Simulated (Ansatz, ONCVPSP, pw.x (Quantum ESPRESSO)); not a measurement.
## Ga: does the ONCV potential hold in the solid?

gallium (Ga), optimised norm-conserving Vanderbilt (ONCV), made with ONCVPSP 4.0.1.1 (patched build) (PBE, scalar-relativistic). Core [Ar] 3d10, reference 4s1 4p2. Waves: 4s: rc 1.55 bohr, ncon 3, nbas 6, qcut 4.1 1/bohr, 2 projectors, debl 2 Ha; 4p: rc 2.10 bohr, ncon 3, nbas 7, qcut 4.7 1/bohr, 2 projectors, debl 0.6 Ha; d scattering state at 0.19 Ha: rc 2.00 bohr, ncon 4, nbas 7, qcut 5.2 1/bohr, 1 projector. Local part: polynomial inside 1.15 bohr (lpopt 5, dvloc0 0 Ha). Core correction: Teter function, fcfact 7.1, rcfact 1.7.

Crystal test: fcc Ga in pw.x 7.5, no spin, 13³ k-points, Fermi–Dirac smearing 0.01 Ry, cutoffs 50/200 Ry. The lattice is a test structure that the element need not adopt, and mesh and smearing are coarse.

pw.x input:

```
&control
  calculation='scf', prefix='x', pseudo_dir='./', outdir='./tmp', tstress=.true., disk_io='low'
/
&system
  ibrav=0, nat=1, ntyp=1, ecutwfc=50, ecutrho=200, nbnd=8,
  occupations='smearing', smearing='fd', degauss=0.01
/
&electrons
  conv_thr=1e-09, mixing_beta=0.4, electron_maxstep=70
/
ATOMIC_SPECIES
Ga 1.0 Ga.UPF
CELL_PARAMETERS angstrom
  0.00000000 2.11884029 2.11884029
  2.11884029 0.00000000 2.11884029
  2.11884029 2.11884029 0.00000000
ATOMIC_POSITIONS crystal
Ga 0.0000 0.0000 0.0000
K_POINTS automatic
13 13 13 0 0 0
```

```bash
pw.x < Ga.scf.in > Ga.scf.out
```

Problem. How does the run end?

Solution. It converges; the pressure is 0.49 GPa against -0.07 GPa from all-electron LAPW. The generator flags a localised state at positive energy (s at 38 eV). The log shows:

```
Message from routine setup:
     using ibrav=0 with symmetry is DISCOURAGED, use correct ibrav instead
     lattice parameter (alat)  =       5.6626  a.u.
     unit-cell volume          =     128.3871 (a.u.)^3
     number of electrons       =         3.00
     number of Kohn-Sham states=            8
     kinetic-energy cutoff     =      50.0000  Ry
     charge density cutoff     =     200.0000  Ry
     scf convergence threshold =      1.0E-09
     Exchange-correlation= PBE
     number of k points=    84  Fermi-Dirac smearing, width (Ry)=  0.0100
     iteration #  1     ecut=    50.00 Ry     beta= 0.40
     total energy              =      -7.62013566 Ry
     estimated scf accuracy    <       0.00124779 Ry
     iteration #  2     ecut=    50.00 Ry     beta= 0.40
     total energy              =      -7.62003937 Ry
     estimated scf accuracy    <       0.00039438 Ry
     iteration #  3     ecut=    50.00 Ry     beta= 0.40
     total energy              =      -7.62005505 Ry
     estimated scf accuracy    <       0.00000055 Ry
     iteration #  4     ecut=    50.00 Ry     beta= 0.40
     c_bands:  1 eigenvalues not converged
     c_bands:  1 eigenvalues not converged
     total energy              =      -7.62005684 Ry
     estimated scf accuracy    <          4.8E-09 Ry
     iteration #  5     ecut=    50.00 Ry     beta= 0.40
     the Fermi energy is     6.2194 ev
!    total energy              =      -7.62005684 Ry
     estimated scf accuracy    <          4.2E-10 Ry
     smearing contrib. (-TS)   =      -0.00177649 Ry
     The total energy is F=E-TS. E is the sum of the following terms:
     one-electron contribution =       2.95534257 Ry
     hartree contribution      =       0.02096571 Ry
     xc contribution           =      -5.44180742 Ry
     ewald contribution        =      -5.15278121 Ry
     convergence has been achieved in   5 iterations
          total   stress  (Ry/bohr**3)                   (kbar)     P=        4.91
```
